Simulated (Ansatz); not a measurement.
Steps from a short run of molecular dynamics on a 1×1×1 supercell (6 atoms) of SiO2 (I-42d), relaxed with r2SCAN; forces from r2SCAN in Ansatz, 4×4×4 mesh, Fermi-Dirac smearing of 0.020 eV, constant energy and volume (NVE), started at 100 K. Spin polarisation is off, nuclei are classical, and the run is far too short for thermal averages.

Cell vectors in Å:
```
-2.4720  2.4720  3.6578
 2.4720 -2.4720  3.6578
 2.4720  2.4720 -3.6578
```

**Question.** At 12 fs the positions in Å are
```
Si  -0.012  -0.015   0.013
Si  -0.003   2.474   1.815
O    1.257   2.944   2.721
O    0.531   1.231   0.920
O   -1.237   2.018   2.743
O   -0.524   3.717   0.934
```
What are the forces, and how far does the free energy (smearing included) lie above that of step 0, with the atoms on their sites?

**Answer.** 7.4 meV an atom; forces in eV/Å:
```
Si   0.482   0.746  -0.265
Si   0.328  -0.309   0.440
O   -0.342   0.144   0.007
O   -0.643  -0.111  -0.124
O    0.008  -0.413   0.100
O    0.167  -0.057  -0.158
```

**Question.** At 24 fs the positions in Å are
```
Si  -0.005  -0.001   0.014
Si   0.005   2.464   1.818
O    1.256   2.942   2.703
O    0.525   1.223   0.918
O   -1.236   2.018   2.749
O   -0.544   3.721   0.940
```
What are the forces, and how far does the free energy (smearing included) lie above that of step 0, with the atoms on their sites?

**Answer.** 8.3 meV an atom; forces in eV/Å:
```
Si  -0.154  -0.230  -0.383
Si  -0.340   0.226   0.046
O    0.235   0.192   0.436
O   -0.464   0.351   0.146
O    0.179  -0.449  -0.004
O    0.545  -0.090  -0.241
```
